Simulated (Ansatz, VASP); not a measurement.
## One calculation of P, two programs

```
P
1.0
     1.72573    0.99635    3.12968
    -1.72573    0.99635    3.12968
     0.00000   -1.99270    3.12968
P
2
Direct
  0.77292 0.77292 0.77292
  0.22708 0.22708 0.22708
```

Alike in both runs: task single point; functional PBE; k mesh 9 × 9 × 9; occupations fermi-dirac, width 0.05 eV; no spin polarisation.

|  | VASP | Ansatz |
| --- | --- | --- |
| version | VASP 6.6.1 | Ansatz 0.2.0 |
| potentials or method | VASP PAW PBE potentials, release 64 (P), cutoff 520 eV | all-electron LAPW, scalar-relativistic |

Ansatz gave:

* gap on the k mesh at the Fermi level (eV): none
* pressure (GPa): 1.8
* largest component of the traceless stress (GPa): 0.99
* rms of the force components (eV/Å): 0.133

**Question.** Estimate VASP's values.

**Answer.** gap on the k mesh at the Fermi level (eV): none; pressure (GPa): 1.5; largest component of the traceless stress (GPa): 0.82; rms of the force components (eV/Å): 0.111.

Atom by atom the forces differ by 0.023 eV/Å (rms over components). A gap of «none» marks a metal or a gap that the smearing closes. Ansatz ran all-electron here, so the differences hold the error of VASP's frozen core and of both bases.
